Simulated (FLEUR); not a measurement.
# Pt (Fm-3m) in FLEUR: a series of runs

The runs below take Pt through equation of state, with LDA.

All numbers are computed with FLEUR MaX-R8.1 (later development tree); they aren't measurements. Logs are shortened: lines on timing, memory, paths and dates and some standing lists are left out, and cuts for length are marked.

### 1 Starting point

Symmetry: Fm-3m, No. 225, cubic system. The conventional cell has a = 3.922 Å, b = 3.922 Å, c = 3.922 Å, α = 90.00°, β = 90.00°, γ = 90.00°. Around Pt (site symmetry m-3m) lie 12 Pt at 2.77 Å.

### 2 Equation of state, LDA, 14.18 Å³/atom (volume scaled by 0.94)

inp.xml

```xml
<?xml version="1.0" encoding="UTF-8" standalone="no"?>
<fleurInput fleurInputVersion="0.39">
   <comment>
      Pt                                                                                                  
   </comment>
   <calculationSetup>
      <cutoffs Kmax="4.12" Gmax="12.8" GmaxXC="12.8" numbands="0"/>
      <scfLoop itmax="60" minDistance="0.00001" maxIterBroyd="15" imix="Anderson" alpha="0.05" precondParam="0.0" spinf="2.0" sdNocoIR="T"/>
      <coreElectrons ctail="T" frcor="F" kcrel="0" coretail_lmax="0"/>
      <xcFunctional name="vwn" relativisticCorrections="F"/>
      <magnetism jspins="1"/>
      <soc l_soc="F" theta="0.0" phi="0.0" spav="F"/>
      <expertModes spex="0" secvar="F"/>
      <geometryOptimization l_f="F" forcealpha="1.0" forcemix="BFGS" epsdisp="0.00001" epsforce="0.00001"/>
      <ldaU l_linMix="F" mixParam="0.05" spinf="1.0"/>
   </calculationSetup>
   <cell>
      <bzIntegration valenceElectrons="18.0" mode="hist" fermiSmearingEnergy="0.00183747">
         <kPointListSelection listName="default-1"/>
         <!-- k-points included here -->
         <xi:include xmlns:xi="http://www.w3.org/2001/XInclude" href="kpts.xml"> </xi:include>
      </bzIntegration>
      <!-- symmetry operations included here -->
      <xi:include xmlns:xi="http://www.w3.org/2001/XInclude" href="sym.xml"> </xi:include>
      <bulkLattice scale="0.9795861087">
         <bravaisMatrix>
            <row-1>    0.0000000000000000     3.7055639577281401     3.7055639577281401</row-1>
            <row-2>    3.7055639577281401     0.0000000000000000     3.7055639577281401</row-2>
            <row-3>    3.7055639577281401     3.7055639577281401     0.0000000000000000</row-3>
         </bravaisMatrix>
      </bulkLattice>
   </cell>
   <atomSpecies>
      <species name="Platinum (Pt)" element="Pt" atomicNumber="78">
         <mtSphere radius="2.38" gridPoints="803" logIncrement="0.017"/>
         <atomicCutoffs lmax="10" lnonsphr="10"/>
         <electronConfig flipSpins="F">
            <coreConfig>(1s1/2) (2s1/2) (2p1/2) (2p3/2) (3s1/2) (3p1/2) (3p3/2) (4s1/2) (3d3/2) (3d5/2) (4p1/2) (4p3/2) (4d3/2) (4d5/2) (4f5/2) (4f7/2)</coreConfig>
            <valenceConfig>(5s1/2) (5p1/2) (5p3/2) (6s1/2) (5d3/2) (5d5/2)</valenceConfig>
            <stateOccupation state="(6s1/2)" spinUp="0.500000" spinDown="0.500000"/>
            <stateOccupation state="(5d3/2)" spinUp="1.800000" spinDown="1.800000"/>
            <stateOccupation state="(5d5/2)" spinUp="2.700000" spinDown="2.700000"/>
         </electronConfig>
         <energyParameters s="6" p="6" d="5" f="5"/>
         <lo type="SCLO" l="0" n="5" eDeriv="0"/>
         <lo type="SCLO" l="1" n="5" eDeriv="0"/>
         <lo type="SCLO" l="1" n="5" eDeriv="1"/>
         <lo type="SCLO" l="2" n="5" eDeriv="2"/>
         <lo type="SCLO" l="3" n="5" eDeriv="2"/>
      </species>
   </atomSpecies>
   <atomGroups>
      <atomGroup species="Platinum (Pt)">
         <relPos label="                   1">.0000000000 .0000000000 .0000000000</relPos>
         <force calculate="T" relaxXYZ="TTT"/>
      </atomGroup>
   </atomGroups>
   <output dos="F" band="F" slice="F">
      <checks vchk="F" cdinf="F"/>
      <bandDOS minEnergy="-.5*Htr" maxEnergy="0.5*Htr" sigma="0.015" storeEVData="T"/>
      <vacuumDOS vacdos="F" integ="F" star="F" nstars="0" locx1="0.0" locy1="0.0" locx2="0.0" locy2="0.0" nstm="0" tworkf="0.0"/>
      <unfoldingBand unfoldBand="F" supercellX="1" supercellY="1" supercellZ="1"/>
      <plotting iplot="0" polar="F">
         <plot TwoD="T" vec1="  1.0  0.0  0.0" vec2="  0.0  1.0  0.0" vec3="  0.0  0.0  1.0" zero="  0.0  0.0  0.0" file="plot"/>
      </plotting>
      <chargeDensitySlicing numkpt="0" minEigenval="0.0" maxEigenval="0.0" nnne="0" pallst="F"/>
      <specialOutput eonly="F"/>
      <moessbauerParams electricFieldGradient="T" isomerShift="T" coreHyperfine="T" valenceHyperfine="T"/>
      <magneticCircularDichroism mcd="F" energyLo="-10.0" energyUp="0.0"/>
   </output>
  <!-- We include the file relax.xml here to enable relaxations (see documentation) -->
  <xi:include xmlns:xi="http://www.w3.org/2001/XInclude" href="relax.xml"> <xi:fallback/> </xi:include>
</fleurInput>
```

Potentials or basis: all-electron, FLAPW.

Started as:

```
$ inpgen -f crystal.txt -profile fastHighL
$ # inp.xml edited to the form shown
$ fleur_MPI
```

The program printed:

```text
Welcome to FLEUR        (www.flapw.de)
      MaX-Release 8.1          (www.max-centre.eu)

 ========== k-point set info ==========
 Selected k-point list: default-1
 k-point list type: mesh
 12 x 12 x 12
 Number of k points: 72

 ------------Calculation Setup---------------------------
 Number of MPI-tasks      :            1
 Number of PE/node        :            1
 Number of OMP-threads    :            1
 Most efficient MPI parallelization for:
           1           2           3           4           6           8           9          12          18          24          36          72
 Additional eigenvalue parallelization possible
 Number of basis functions:          160
 Approximate size of matrices (H+S) per k-point:         0.000 GB
 --------------------------------------------------------
 Iteration:     1   Distance:      18.45534775 me/bohr^3
 Iteration:     2   Distance:      16.62760669 me/bohr^3
 Iteration:     3   Distance:       7.13871935 me/bohr^3
 Iteration:     4   Distance:       3.02258985 me/bohr^3
 Iteration:     5   Distance:       3.20472778 me/bohr^3
 Iteration:     6   Distance:       0.17741968 me/bohr^3
 Iteration:     7   Distance:       0.22362380 me/bohr^3
 Iteration:     8   Distance:       0.02604958 me/bohr^3
 Iteration:     9   Distance:       0.01469341 me/bohr^3
 Iteration:    10   Distance:       0.00169123 me/bohr^3
 Iteration:    11   Distance:       0.00022159 me/bohr^3
 Iteration:    12   Distance:       0.00002755 me/bohr^3
 Iteration:    13   Distance:       0.00000253 me/bohr^3

 ********************************************************************
 Run finished successfully
 Stop message:
   all done
 ********************************************************************
```

out.xml (last iteration):

```text
<iteration numberForCurrentRun="   13" overallNumber="   13">
         <energyParameters units="Htr">
            <atomicEP atomType="1" spin="1" branch="6s" branchLowest="-3.01" branchHighest="2.04" value="0.3678019282"/>
            <atomicEP atomType="1" spin="1" branch="6p" branchLowest="-1.29" branchHighest="3.07" value="0.5261989758"/>
            <atomicEP atomType="1" spin="1" branch="5d" branchLowest="-10.52" branchHighest="0.80" value="0.4724346291"/>
            <atomicEP atomType="1" spin="1" branch="5f" branchLowest="-1.86" branchHighest="2.94" value="0.8132233462"/>
            <loAtomicEP atomType="1" spin="1" branch="5s" branchLowest="-24.73" branchHighest="-3.01" value="-3.0215728625"/>
            <loAtomicEP atomType="1" spin="1" branch="5p" branchLowest="-18.31" branchHighest="-1.29" value="-1.3752656043"/>
            <loAtomicEP atomType="1" spin="1" branch="5p" branchLowest="-18.31" branchHighest="-1.29" value="-1.3752656043"/>
            <loAtomicEP atomType="1" spin="1" branch="5d" branchLowest="-10.52" branchHighest="0.80" value="0.4591755766"/>
            <loAtomicEP atomType="1" spin="1" branch="5f" branchLowest="-1.86" branchHighest="2.94" value="0.8132157683"/>
         </energyParameters>
         <eigenvalues>
            <eigenvaluesAt spin="1" ikpt="1" k_x="0.00000000" k_y="0.00000000" k_z="0.00000000">
                      -3.0231995046       -1.3246602545       -1.3246602545       -1.3246602545        0.2054947449
                       0.4553329236        0.4553329236        0.4553329236        0.5445068734        0.5445068734
                       1.1404532397        1.3332100823        1.3332100823        1.3332100823        1.5415931442
            </eigenvaluesAt>
            <eigenvaluesAt spin="1" ikpt="2" k_x="0.00000000" k_y="0.00000000" k_z="0.08333333">
                      -3.0230896493       -1.3261813700       -1.3248748193       -1.3248748193        0.2164181784
                       0.4503556573        0.4597034425        0.4597034425        0.5420273694        0.5420273694
                       1.1578708876        1.2850928377        1.3504918406        1.3504918406        1.5953215489
            </eigenvaluesAt>
            <eigenvaluesAt spin="1" ikpt="3" k_x="0.00000000" k_y="0.00000000" k_z="0.16666667">
                      -3.0227893058       -1.3303080387       -1.3254600551       -1.3254600551        0.2464961171
                       0.4404874203        0.4686338903        0.4686338903        0.5398456025        0.5398456025
                       1.1966717349        1.2029191925        1.3990081608        1.3990081608        1.5549553595
            </eigenvaluesAt>
            <eigenvaluesAt spin="1" ikpt="4" k_x="0.00000000" k_y="0.00000000" k_z="0.25000000">
                      -3.0223776837       -1.3358666369       -1.3262587231       -1.3262587231        0.2847001870
                       0.4411537805        0.4705631653        0.4705631653        0.5511421347        0.5511421347
[... 18 lines left out ...]
            <state n="3" l="0" j="0.5" energy="-117.8443430726" weight="1.0000000000"/>
            <state n="3" l="1" j="0.5" energy="-108.4605341793" weight="1.0000000000"/>
[... 8 lines left out ...]
            <state n="4" l="3" j="2.5" energy="-1.9362387513" weight="3.0000000000"/>
            <state n="4" l="3" j="3.5" energy="-1.8090659784" weight="4.0000000000"/>
         </coreStates>
         <allElectronCharges>
            <spinDependentCharge spin="1" total="78.0000000" interstitial="1.8142243" mtSpheres="76.1857757"/>
            <totalCharge value="77.9999999931"/>
         </allElectronCharges>
         <moessbauerParams unitsHFF="kG" unitsIS="e/bohr^3" unitsEFG="Htr/bohr^2">
            <coreIsomerShift atomType="1" isTotal="2117322.58064">
               <shell n="1" l="0" isomerShift="1757598.63257"/>
               <shell n="2" l="0" isomerShift="261063.61960"/>
               <shell n="2" l="1" isomerShift="18204.96682"/>
               <shell n="3" l="0" isomerShift="59535.58206"/>
               <shell n="3" l="1" isomerShift="4653.34285"/>
               <shell n="4" l="0" isomerShift="15105.49714"/>
               <shell n="3" l="2" isomerShift="0.00190"/>
               <shell n="4" l="1" isomerShift="1160.93720"/>
               <shell n="4" l="2" isomerShift="0.00050"/>
               <shell n="4" l="3" isomerShift="0.00000"/>
            </coreIsomerShift>
            <isomerShift atomType="1" nucleusRadius="0.0001370" averageDensity="2120419.18126"/>
            <electricFieldGradient atomType="1" VXX="0.00000" VYY="0.00000" VZZ="0.00000" asymParam="0.00000">
            </electricFieldGradient>
         </moessbauerParams>
         <totalEnergy                                    value="   -18436.4850923306" units="Htr">
            <sumOfEigenvalues                            value="   -11306.3598463003">
               <coreElectrons value="-11296.9373333326"/>
               <valenceElectrons value="-9.4225129677"/>
            </sumOfEigenvalues>
            <densityCoulombPotentialIntegral value="-31939.0564978805"/>
            <densityEffectivePotentialIntegral value="-32399.7706041171"/>
            <chargeDenXCDenIntegral value="-347.0489202805"/>
            <FockExchangeEnergyValence value="0.0000000000"/>
            <FockExchangeEnergyCore value="0.0000000000"/>
            <atomTypeDependentContributions atomType="1">
               <electronNucleiInteractionDifferentMTs value="23162.1934129658"/>
               <MadelungTerm value="-51.1252679608"/>
            </atomTypeDependentContributions>
            <tkbTimesEntropy value="0.0005417244"/>
            <freeEnergy value="-18436.4856340550"/>
            <extrapolationTo0K value="-18436.4853631928"/>
         </totalEnergy>
         <densityConvergence units="me/bohr^3">
            <chargeDensity spin="1" distance="0.0000025310"/>
         </densityConvergence>
      </iteration>
```

Wall time 13 s (1 thread of Intel Xeon Platinum 8259CL at 2.50GHz (Skylake/Cascade Lake), shared host); peak memory 0.05 GiB.

What came out:

```
Free energy                                           : -501682.3316 eV
Band gap on the k mesh                                : none (metal or under the smearing width)
Valence electrons inside the program's atomic spheres : Pt 16.19 (radii Pt 2.38 bohr)
```

### 3 Equation of state, LDA, 14.48 Å³/atom (volume scaled by 0.96)

inp.xml: that of step 2 with these lines changed.

```diff
@@ -24,3 +24,3 @@
       <xi:include xmlns:xi="http://www.w3.org/2001/XInclude" href="sym.xml"> </xi:include>
-      <bulkLattice scale="0.9795861087">
+      <bulkLattice scale="0.9864848297">
          <bravaisMatrix>
```

Potentials or basis: all-electron, FLAPW.

Started as:

```
$ inpgen -f crystal.txt -profile fastHighL
$ # inp.xml edited to the form shown
$ fleur_MPI
```

It took 13 s on 1 thread of Intel Xeon Platinum 8259CL at 2.50GHz (Skylake/Cascade Lake), shared host; peak memory 0.05 GiB.

The run converged. Its results:

* Free energy: -501682.3507 eV
* Band gap on the k mesh: none (metal or under the smearing width)
* Valence electrons inside the program's atomic spheres: Pt 16.15 (radii Pt 2.38 bohr)

### 4 Equation of state, LDA, 15.08 Å³/atom

inp.xml: that of step 3 with these lines changed.

```diff
@@ -24,3 +24,3 @@
       <xi:include xmlns:xi="http://www.w3.org/2001/XInclude" href="sym.xml"> </xi:include>
-      <bulkLattice scale="0.9864848297">
+      <bulkLattice scale="1.0000000000">
          <bravaisMatrix>
```

Started as:

```
$ inpgen -f crystal.txt -profile fastHighL
$ # inp.xml edited to the form shown
$ fleur_MPI
```

It took 13 s on 1 thread of Intel Xeon Platinum 8259CL at 2.50GHz (Skylake/Cascade Lake), shared host; peak memory 0.05 GiB.

The run converged. Its results:

```yaml
Free_energy: -501682.3503 eV
Band_gap_on_the_k_mesh: none (metal or under the smearing width)
Valence_electrons_inside_the_program's_atomic_spheres: Pt 16.08 (radii Pt 2.38 bohr)
```

### 5 Equation of state, LDA, 15.68 Å³/atom (volume scaled by 1.04)

inp.xml: that of step 4 with these lines changed.

```diff
@@ -24,3 +24,3 @@
       <xi:include xmlns:xi="http://www.w3.org/2001/XInclude" href="sym.xml"> </xi:include>
-      <bulkLattice scale="1.0000000000">
+      <bulkLattice scale="1.0131594038">
          <bravaisMatrix>
```

Started as:

```
$ inpgen -f crystal.txt -profile fastHighL
$ # inp.xml edited to the form shown
$ fleur_MPI
```

Run time: 14 s. Hardware: 1 thread of Intel Xeon Platinum 8259CL at 2.50GHz (Skylake/Cascade Lake), shared host; peak memory 0.05 GiB.

Results (log left out):

```yaml
Free_energy: -501682.3083 eV
Band_gap_on_the_k_mesh: none (metal or under the smearing width)
Valence_electrons_inside_the_program's_atomic_spheres: Pt 16.02 (radii Pt 2.38 bohr)
```

### 6 Equation of state, LDA, 15.98 Å³/atom (volume scaled by 1.06)

inp.xml: that of step 5 with these lines changed.

```diff
@@ -24,3 +24,3 @@
       <xi:include xmlns:xi="http://www.w3.org/2001/XInclude" href="sym.xml"> </xi:include>
-      <bulkLattice scale="1.0131594038">
+      <bulkLattice scale="1.0196128224">
          <bravaisMatrix>
```

Potentials or basis: all-electron, FLAPW.

Started as:

```
$ inpgen -f crystal.txt -profile fastHighL
$ # inp.xml edited to the form shown
$ fleur_MPI
```

Run time: 15 s. Hardware: 1 thread of Intel Xeon Platinum 8259CL at 2.50GHz (Skylake/Cascade Lake), shared host; peak memory 0.05 GiB.

Results (log left out):

```yaml
Free_energy: -501682.2749 eV
Band_gap_on_the_k_mesh: none (metal or under the smearing width)
Valence_electrons_inside_the_program's_atomic_spheres: Pt 16.00 (radii Pt 2.38 bohr)
```

### 7 Equation of state, LDA

This step only gathers the single runs of the series.

What came out:

```
Equilibrium volume                      : 14.77 Å³/atom
Bulk modulus                            : 308 GPa
Pressure derivative of the bulk modulus : 5.4 (rough: it moves with the points fitted)
```

Energy against volume, from the lowest point:
```tsv
volume (Å³/atom)	energy (meV/atom)
14.175	19.13
14.477	0.00
15.080	0.42
15.683	42.39
15.985	75.84
```
